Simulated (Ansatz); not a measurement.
**CoO in Ansatz: convergence with n extra bands**

CoO:

```xyz
2
Lattice="-1.5080 1.5080 2.1073 1.5080 -1.5080 2.1073 1.5080 1.5080 -2.1073" Properties=species:S:1:pos:R:3 pbc="T T T"
Co    0.0385    0.0077   -0.0330
O    -0.0152    0.0302    2.1268
```

The cell isn't the ideal one: atoms moved at random, drawn with an rms of 0.05 Å.

| Property | Result |
| --- | --- |
| Program | Ansatz 0.2.0 |
| Task | convergence study |
| Functional | PBE |
| Potentials or basis | Ansatz PAW |
| Cutoff | 420 eV (not typed: the program's choice for these potentials) |
| k mesh | 8 × 8 × 9 |
| Occupations | gaussian, width 0.05 eV |
| Spin | collinear spin, ferromagnetic start |
| Starting moments | [2.0, 0.0] μB |

These are the settings of the first run; the series varies n extra bands, with any setting tied to it.

Hardware: 2 threads of Arm Neoverse V2, with other jobs on the host.

| n extra bands | energy less the tightest run, at zero smearing (meV/atom) | SCF cycles | CPU time (s) | peak memory (GiB) |
| --- | --- | --- | --- | --- |
| 1 | 0.00 | 17 | 30 | 0.44 |
| 2 | 0.00 | 13 | 24 | 0.45 |
| 4 | 0.00 | 14 | 28 | 0.46 |
| 8 | 0.00 | 17 | 38 | 0.5 |
| 16 | 0.00 | 14 | 46 | 0.57 |
| 32 | 0.00 | 15 | 85 | 0.74 |

Against the tightest run, the energy stays within 1 meV/atom from 1 on. The tightest run that finished is the yardstick and may itself not be fully converged.

Caveat, for the tightest run too: a cell with one magnetic atom can't hold antiferromagnetic order, which such compounds often take.
